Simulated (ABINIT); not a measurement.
# HfN (Fm-3m) in ABINIT: a series of runs

One crystal, HfN, is run at these levels: RPBE, LDA-PZ; tasks: band structure, equation of state.

All numbers are computed with ABINIT 10.8.3 (patched build); they aren't measurements. Logs are shortened: lines on timing, memory, paths and dates and some standing lists are left out, and cuts for length are marked. The log counts tension as positive stress, the text compression.

## 1. The crystal as given

It takes space group Fm-3m (No. 225, cubic). Conventional cell: a = 4.512 Å, b = 4.512 Å, c = 4.512 Å, α = 90.00°, β = 90.00°, γ = 90.00°. Hf (site symmetry m-3m) has 6 N at 2.26 Å as nearest neighbours. Around N (site symmetry m-3m) lie 6 Hf at 2.26 Å.

## 2. Band structure, RPBE, spin-orbit coupling, no magnetisation

run.abi

```
# Datasets: ground state, then fixed potential
ndtset 2

# Pseudopotentials
pp_dirpath "./"
pseudos "Hf.GGA_PBE-JTH.xml, N.GGA_PBE-JTH.xml"

# Structure
acell 6.0291065658 6.0291065658 6.0291065658
rprim
     0.0000000000     0.7071067812     0.7071067812
     0.7071067812     0.0000000000     0.7071067812
     0.7071067812     0.7071067812     0.0000000000
ntypat 2
znucl 72 7
natom 2
typat 1 2
xred
     0.0000000000     0.0000000000     0.0000000000
     0.5000000000     0.5000000000     0.5000000000

# Plane-wave basis
ecut 25.0
pawecutdg 47.0

# Exchange and correlation
ixc 15

# Bands and occupations
occopt 3
tsmear 0.05 eV

# Spin
nspinor 2
nspden 1
pawspnorb 1

# SCF cycle
nstep 100

# Output
iomode 3
prtwf 0
prteig 0
prtebands 0
enunit 1
prtden1 1

# Dataset 1
kptopt1 4
ngkpt1 10 10 10
nshiftk1 1
shiftk1 0.0 0.0 0.0
nband1 26
tolvrs1 1.0e-9

# Dataset 2: bands along G-X-W-K-G-L-U-W-L-K
iscf2 -2
getden2 1
nband2 34
nbdbuf2 2
tolwfr2 1.0e-12
kptopt2 -9
ndivsm2 5
prteig2 1
kptbounds2
     0.0000000000     0.0000000000     0.0000000000
     0.5000000000     0.0000000000     0.5000000000
     0.5000000000     0.2500000000     0.7500000000
     0.3750000000     0.3750000000     0.7500000000
     0.0000000000     0.0000000000     0.0000000000
     0.5000000000     0.5000000000     0.5000000000
     0.6250000000     0.2500000000     0.6250000000
     0.5000000000     0.2500000000     0.7500000000
     0.5000000000     0.5000000000     0.5000000000
     0.3750000000     0.3750000000     0.7500000000
```

Potentials or basis: JTH PAW PBE v2.0.

Run with:

```sh
> abinit run.abi > log 2>&1
```

run.abo:

```text
.Version 10.8.3 of ABINIT
 DATASET    1 : space group F4 3 2 (#209); Bravais cF (face-center cubic)
================================================================================
 Values of the parameters that define the memory need for DATASET  1.
     intxc =       0    ionmov =       0      iscf =      17    lmnmax =      18
     lnmax =       6     mgfft =      30  mpssoang =       3    mqgrid =    3001
     natom =       2  nloc_mem =       2    nspden =       1   nspinor =       2
    nsppol =       1      nsym =      24    n1xccc =       1    ntypat =       2
    occopt =       3   xclevel =       2
       mpw =         941          nfft =       27000          nkpt =          55
 PAW method is used; the additional fine FFT grid is defined by:
   mgfftf=        40    nfftf =     64000
================================================================================
================================================================================

 DATASET    2 : space group F4 3 2 (#209); Bravais cF (face-center cubic)
================================================================================
 Values of the parameters that define the memory need for DATASET  2.
     intxc =       0    ionmov =       0      iscf =      -2    lmnmax =      18
     lnmax =       6     mgfft =      30  mpssoang =       3    mqgrid =    3001
     natom =       2  nloc_mem =       2    nspden =       1   nspinor =       2
    nsppol =       1      nsym =      24    n1xccc =       1    ntypat =       2
    occopt =       3   xclevel =       2
       mpw =         944          nfft =       27000          nkpt =          87
 PAW method is used; the additional fine FFT grid is defined by:
   mgfftf=        40    nfftf =     64000
================================================================================
================================================================================

--------------------------------------------------------------------------------
------------- Echo of variables that govern the present computation ------------
--------------------------------------------------------------------------------
 -outvars: echo values of preprocessed input variables --------
            acell      6.0291065658E+00  6.0291065658E+00  6.0291065658E+00 Bohr
              amu      1.78490000E+02  1.40067400E+01
             ecut      2.50000000E+01 Hartree
           enunit           1
           getden1          0
           getden2          1
             iscf1         17
             iscf2         -2
                       outvar_i_n : Printing only first  50 k-points.
              ixc          15
           jdtset        1    2
                       outvar_i_n : Printing only first  50 k-points.
           kptopt1          4
           kptopt2         -9
         kptrlatt       10    0    0      0   10    0      0    0   10
          kptrlen1     6.02910657E+01
          kptrlen2     3.00000000E+01
            natom           2
            nband1         26
            nband2         34
           nbdbuf1          0
           nbdbuf2          2
           ndtset           2
           ndivsm1          0
           ndivsm2          5
            ngfft          30      30      30
          ngfftdg          40      40      40
             nkpt1         55
             nkpt2         87
          nspinor           2
            nstep         100
             nsym          24
           ntypat           2
                       prtocc : prtvol=0, do not print more k-points.
           occopt           3
        pawcpxocc           2
        pawecutdg      4.70000000E+01 Hartree
        pawspnorb           1
         pawxcdev           0
        prtebands           0
           prteig1          0
           prteig2          1
            prtwf           0
            rprim      0.0000000000E+00  7.0710678120E-01  7.0710678120E-01
                       7.0710678120E-01  0.0000000000E+00  7.0710678120E-01
                       7.0710678120E-01  7.0710678120E-01  0.0000000000E+00
           shiftk1     0.00000000E+00  0.00000000E+00  0.00000000E+00
           shiftk2     5.00000000E-01  5.00000000E-01  5.00000000E-01
          spgroup         209
           tolvrs1     1.00000000E-09
           tolvrs2     0.00000000E+00
           tolwfr1     0.00000000E+00
           tolwfr2     1.00000000E-12
[... 246 lines left out ...]
  GGA: RPBE functional - ixc=15
  Hammer, L. B. Hansen, and J. K. Norskov, PRB 59, 7413 (1999)

 Real(R)+Recip(G) space primitive vectors, cartesian coordinates (Bohr,Bohr^-1):
 R(1)=  0.0000000  4.2632221  4.2632221  G(1)= -0.1172822  0.1172822  0.1172822
 R(2)=  4.2632221  0.0000000  4.2632221  G(2)=  0.1172822 -0.1172822  0.1172822
 R(3)=  4.2632221  4.2632221  0.0000000  G(3)=  0.1172822  0.1172822 -0.1172822
 Unit cell volume ucvol=  1.5496866E+02 bohr^3
 Angles (23,13,12)=  6.00000000E+01  6.00000000E+01  6.00000000E+01 degrees

 Coarse grid specifications (used for wave-functions):

 getcut: wavevector=  0.0000  0.0000  0.0000  ngfft=  30  30  30
         ecut(hartree)=     25.000   => boxcut(ratio)=   2.21317

 getcut : COMMENT -
  Note that boxcut > 2.2 ; recall that boxcut=Gcut(box)/Gcut(sphere) = 2
  is sufficient for exact treatment of convolution.
  Such a large boxcut is a waste : you could raise ecut
  e.g. ecut=   30.613316 Hartrees makes boxcut=2

 Fine grid specifications (used for densities):

 getcut: wavevector=  0.0000  0.0000  0.0000  ngfft=  40  40  40
         ecut(hartree)=     47.000   => boxcut(ratio)=   2.14977
--------------------------------------------------------------------------------

================================================================================
 Non-SCF case, kpt    1 (  0.00000  0.00000  0.00000), residuals and eigenvalues=
  3.76E-13  5.39E-13  5.20E-13  9.61E-13  3.19E-13  5.51E-13  4.31E-13  9.56E-13
  3.40E-13  6.18E-13  1.54E-13  8.22E-13  4.61E-13  8.66E-13  3.76E-13  7.58E-13
  2.32E-13  6.69E-13  1.92E-13  7.57E-13  3.17E-13  6.41E-13  3.52E-13  6.65E-13
  5.34E-13  9.44E-13  5.22E-13  9.20E-13  2.72E-13  6.30E-13  9.44E-13  9.14E-13
  1.67E-09  4.37E-09
 -2.2131E+00 -2.2131E+00 -1.2292E+00 -1.2292E+00 -9.6794E-01 -9.6794E-01
 -9.6794E-01 -9.6794E-01 -5.5231E-01 -5.5231E-01 -2.1732E-02 -2.1732E-02
 -1.4963E-02 -1.4963E-02 -1.4963E-02 -1.4963E-02  7.8166E-02  7.8166E-02
  7.8166E-02  7.8166E-02  8.9289E-02  8.9289E-02  1.6102E-01  1.6102E-01
  1.6905E-01  1.6905E-01  1.6905E-01  1.6905E-01  4.4751E-01  4.4751E-01
[... 1019 lines left out ...]
  3.5660E-01  3.5660E-01  4.3927E-01  4.3927E-01  5.0707E-01  5.0707E-01
  5.8401E-01  5.8401E-01  6.9002E-01  6.9002E-01
 Non-SCF case, kpt   87 (  0.37500  0.37500  0.75000), residuals and eigenvalues=
  6.41E-13  8.42E-13  4.11E-13  5.16E-13  2.83E-13  8.35E-13  4.94E-13  9.90E-13
  2.57E-13  8.28E-13  2.65E-13  3.88E-13  1.56E-13  5.27E-13  3.75E-13  9.30E-13
  3.28E-13  5.80E-13  3.46E-13  7.62E-13  2.02E-13  5.85E-13  2.30E-13  4.44E-13
  1.64E-13  5.69E-13  5.17E-13  7.15E-13  4.04E-13  7.81E-13  8.29E-13  5.94E-13
  6.28E-10  1.76E-08
 -2.2101E+00 -2.2101E+00 -1.2401E+00 -1.2401E+00 -9.9600E-01 -9.9600E-01
 -9.8404E-01 -9.8404E-01 -4.9169E-01 -4.9169E-01 -1.4115E-01 -1.4115E-01
 -1.0871E-01 -1.0871E-01 -8.6345E-02 -8.6345E-02  6.3321E-02  6.3321E-02
  2.3655E-01  2.3655E-01  2.5949E-01  2.5949E-01  3.1908E-01  3.1908E-01
  3.4136E-01  3.4136E-01  4.2803E-01  4.2803E-01  5.0252E-01  5.0252E-01
  5.9713E-01  5.9713E-01  6.9798E-01  6.9798E-01

--- !ResultsGS
iteration_state: {dtset: 2, }
comment   : Summary of ground state results
lattice_vectors:
- [  0.0000000,   4.2632221,   4.2632221, ]
- [  4.2632221,   0.0000000,   4.2632221, ]
- [  4.2632221,   4.2632221,   0.0000000, ]
lattice_lengths: [   6.02911,    6.02911,    6.02911, ]
lattice_angles: [ 60.000,  60.000,  60.000, ] # degrees, (23, 13, 12)
lattice_volume:   1.5496866E+02
convergence: {deltae:  0.000E+00, res2:  0.000E+00, residm:  9.982E-13, diffor:  0.000E+00, }
etotal    :  -6.01229059E+01
entropy   :   0.00000000E+00
fermie    :   9.63597693E-02
cartesian_stress_tensor: null
pressure_GPa: null
xred      :
- [  0.0000E+00,   0.0000E+00,   0.0000E+00, Hf]
- [  5.0000E-01,   5.0000E-01,   5.0000E-01,  N]
cartesian_forces: null
force_length_stats: {min: null, max: null, mean: null, }
...

 Integrated electronic density in atomic spheres:
 ------------------------------------------------
 Atom  Sphere_radius  Integrated_density
    1        2.41119          9.67806830
    2        1.20497          2.57574756

================================================================================

 ----iterations are completed or convergence reached----

 Mean square residual over all n,k,spin=   50.196E-14; max=  99.823E-14
 reduced coordinates (array xred) for    2 atoms
       0.000000000000      0.000000000000      0.000000000000
       0.500000000000      0.500000000000      0.500000000000

 cartesian coordinates (angstrom) at end:
    1      0.00000000000000     0.00000000000000     0.00000000000000
    2      2.25599999852183     2.25599999852183     2.25599999852183
 length scales=  6.029106565800  6.029106565800  6.029106565800 bohr
              =  3.190465794563  3.190465794563  3.190465794563 angstroms
 Eigenvalues (   eV  ) for nkpt=  87  k points:
 kpt#   1, nband= 34, wtk=  1.00000, kpt=  0.0000  0.0000  0.0000 (reduced coord)
 -60.22154  -60.22154  -33.44689  -33.44689  -26.33899  -26.33899  -26.33899  -26.33899
 -15.02902  -15.02902   -0.59136   -0.59136   -0.40717   -0.40717   -0.40717   -0.40717
   2.12699    2.12699    2.12699    2.12699    2.42967    2.42967    4.38154    4.38154
   4.60004    4.60004    4.60004    4.60004   12.17736   12.17736   26.93566   26.93566
  26.93566   26.93566
 kpt#   2, nband= 34, wtk=  1.00000, kpt=  0.0357  0.0000  0.0357 (reduced coord)
 -60.22050  -60.22050  -33.45092  -33.45092  -26.35233  -26.35233  -26.34394  -26.34394
 -14.98843  -14.98843   -0.77204   -0.77204   -0.56271   -0.56271   -0.46374   -0.46374
   2.10052    2.10052    2.25690    2.25690    2.50957    2.50957    4.45517    4.45517
   4.62134    4.62134    4.89335    4.89335   12.31386   12.31386   26.05465   26.05465
  26.58280   26.58280
 kpt#   3, nband= 34, wtk=  1.00000, kpt=  0.0714  0.0000  0.0714 (reduced coord)
 -60.21747  -60.21747  -33.46281  -33.46281  -26.39119  -26.39119  -26.35855  -26.35855
 -14.87140  -14.87140   -1.39129   -1.39129   -0.74487   -0.74487   -0.60361   -0.60361
   1.93393    1.93393    2.60571    2.60571    2.81621    2.81621    4.55837    4.55837
   4.68538    4.68538    5.71891    5.71891   12.70983   12.70983   24.80568   24.80568
[... 491 lines left out ...]
  10.08413   10.08413   12.19387   12.19387   13.49065   13.49065   15.94264   15.94264
  18.26910   18.26910
 kpt#  86, nband= 34, wtk=  1.00000, kpt=  0.3889  0.3889  0.7222 (reduced coord)
 -60.14224  -60.14224  -33.74124  -33.74124  -27.10569  -27.10569  -26.76305  -26.76305
 -13.26427  -13.26427   -4.14009   -4.14009   -3.00971   -3.00971   -2.53222   -2.53222
   2.17887    2.17887    6.19539    6.19539    6.85213    6.85213    8.63155    8.63155
   9.70371    9.70371   11.95323   11.95323   13.79803   13.79803   15.89162   15.89162
  18.77642   18.77642
 kpt#  87, nband= 34, wtk=  1.00000, kpt=  0.3750  0.3750  0.7500 (reduced coord)
 -60.14100  -60.14100  -33.74470  -33.74470  -27.10258  -27.10258  -26.77716  -26.77716
 -13.37947  -13.37947   -3.84085   -3.84085   -2.95807   -2.95807   -2.34957   -2.34957
   1.72306    1.72306    6.43696    6.43696    7.06114    7.06114    8.68253    8.68253
   9.28876    9.28876   11.64732   11.64732   13.67432   13.67432   16.24865   16.24865
  18.99290   18.99290

== END DATASET(S) ==============================================================
================================================================================

 -outvars: echo values of variables after computation  --------
            acell      6.0291065658E+00  6.0291065658E+00  6.0291065658E+00 Bohr
           etotal1    -6.0122905862E+01
            fcart1    -0.0000000000E+00 -0.0000000000E+00 -0.0000000000E+00
                      -0.0000000000E+00 -0.0000000000E+00 -0.0000000000E+00
            rprim      0.0000000000E+00  7.0710678120E-01  7.0710678120E-01
                       7.0710678120E-01  0.0000000000E+00  7.0710678120E-01
                       7.0710678120E-01  7.0710678120E-01  0.0000000000E+00
           strten1    -3.1681224081E-04 -3.1681224081E-04 -3.1681224081E-04
                       0.0000000000E+00  0.0000000000E+00  0.0000000000E+00
           xangst      0.0000000000E+00  0.0000000000E+00  0.0000000000E+00
                       2.2559999985E+00  2.2559999985E+00  2.2559999985E+00
             xred      0.0000000000E+00  0.0000000000E+00  0.0000000000E+00
                       5.0000000000E-01  5.0000000000E-01  5.0000000000E-01
 Calculation completed.
```

It took 5.2 min on 1 thread of Arm Neoverse V1, shared host; peak memory 0.2 GiB.

Results:

| Property | Result |
| --- | --- |
| Free energy | -1636.0276 eV |
| Band gap on the k mesh | none (metal or under the smearing width) |
| Valence electrons inside the program's atomic spheres | Hf 9.68; N 2.58 |

Levels at the corners of the path, in eV from the Fermi level:
```csv
point,band 12,band 13,band 14,band 15,band 16,band 17,band 18,band 19,band 20,band 21
Γ,-3.21,-3.03,-3.03,-3.03,-3.03,-0.50,-0.50,-0.50,-0.50,-0.19
X,-5.55,-3.87,-3.87,-3.85,-3.85,-3.56,-3.56,4.06,4.06,5.13
W,-6.24,-5.80,-5.80,-5.25,-5.25,1.02,1.02,1.15,1.15,5.23
K,-6.46,-5.58,-5.58,-4.97,-4.97,-0.90,-0.90,3.81,3.81,4.44
Γ,-3.21,-3.03,-3.03,-3.03,-3.03,-0.50,-0.50,-0.50,-0.50,-0.19
L,-8.96,-6.29,-6.29,-6.23,-6.23,3.20,3.20,3.60,3.60,3.84
U,-6.46,-5.58,-5.58,-4.97,-4.97,-0.90,-0.90,3.81,3.81,4.44
W,-6.24,-5.80,-5.80,-5.25,-5.25,1.02,1.02,1.15,1.15,5.23
L,-8.96,-6.29,-6.29,-6.23,-6.23,3.20,3.20,3.60,3.60,3.84
K,-6.46,-5.58,-5.58,-4.97,-4.97,-0.90,-0.90,3.81,3.81,4.44
```

Caveat: the cutoff is too short for stress, so the log's stress isn't used; the PAW data sets were made with another functional, which shifts forces and pressure a little.

## 3. Equation of state, LDA-PZ

run.abi

```
# Datasets: one volume each
ndtset 7
getwfk -1
scalecart1 3*0.9795861087
scalecart2 3*0.9864848297
scalecart3 3*0.9932883884
scalecart4 3*1.0000000000
scalecart5 3*1.0066227096
scalecart6 3*1.0131594038
scalecart7 3*1.0196128224

# Pseudopotentials
pp_dirpath "./"
pseudos "Hf.LDA_PW-JTH.xml, N.LDA_PW-JTH.xml"

# Structure
acell 3*1.0
rprim
     0.0000000000     4.2632221372     4.2632221372
     4.2632221372     0.0000000000     4.2632221372
     4.2632221372     4.2632221372     0.0000000000
ntypat 2
znucl 72 7
natom 2
typat 1 2
xred
     0.0000000000     0.0000000000     0.0000000000
     0.5000000000     0.5000000000     0.5000000000

# Plane-wave basis
ecut 25.0
pawecutdg 47.0

# k points
kptopt 1
ngkpt 10 10 10
nshiftk 1
shiftk 0.0 0.0 0.0

# Exchange and correlation
ixc 2

# Bands and occupations
nband 13
occopt 3
tsmear 0.05 eV

# SCF cycle
nstep 100
tolvrs 1.0e-9

# Output
iomode 3
prtwf 1
prtden 0
prteig 0
prtebands 0
```

Potentials or basis: JTH PAW LDA v2.0.

Run with:

```sh
> abinit run.abi > log 2>&1
```

Run time: 2.4 min. Hardware: 1 thread of Arm Neoverse V1, shared host; peak memory 0.16 GiB.

The run converged. Its results:

* Equilibrium volume: 11.10 Å³/atom
* Bulk modulus: 307 GPa
* Pressure derivative of the bulk modulus: 4.3

Energy against volume, from the lowest point:
| volume (Å³/atom) | energy (meV/atom) |
| --- | --- |
| 10.793 | 7.87 |
| 11.023 | 0.00 |
| 11.252 | 1.49 |
| 11.482 | 11.49 |
| 11.712 | 29.10 |
| 11.941 | 53.50 |
| 12.171 | 83.95 |

Caveat: the cutoff is too short for stress, so the log's stress isn't used; pressures at fixed basis lie under the slope of the energies.
